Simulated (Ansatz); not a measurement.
Results of PBEsol in Ansatz (PAW) for chalcopyrite CuInS2.

Run with plane-wave cutoff 520 eV, 10×10×10 k mesh, Fermi–Dirac smearing 0.01 eV, no spin polarisation, scalar-relativistic PAW data made under PBE.

Shape and atoms are relaxed at each volume.

Pressure at four volumes; x = ln(V/20.749 Å³). One pressure is withheld.

| V (Å³/atom) | x | P (GPa) |
|---|---|---|
| 19.919 | -0.0408 | 3.43 |
| 20.749 | 0.0000 | 0.00 |
| 21.164 | 0.0198 | -1.44 |
| 21.579 | 0.0392 | ? |

Question: Pass a parabola P(x) through the three rows shown, estimate the bulk modulus and its pressure derivative near zero pressure, and predict the withheld pressure.

Answer: Slopes between the rows: (0.00 − (3.43))/(0.0000 − (-0.0408)) = -84.07 and (-1.44 − (0.00))/(0.0198 − (0.0000)) = -72.73 GPa. Their difference over the span 0.0606 is c = 11.34/0.0606 = 187.1 GPa, so P(x) = 3.43 + (-84.07)(x − (-0.0408)) + 187.1 (x − (-0.0408))(x − (0.0000)). At the middle row B = −dP/dx = −[-84.07 + 187.1 × 0.0408] = 76.4 GPa, and B′ = dB/dP = 2c/B = 4.9. At x = 0.0392 the parabola gives -2.71 GPa; the run gives -2.72 GPa. The Birch–Murnaghan fit to the energies at all volumes has B0 = 76.1 GPa and B′ = 4.9.

Note: this level leaves the solid without a gap, although one is measured.

Spin–orbit coupling is not included.

Ansatz is a program for electronic structure.
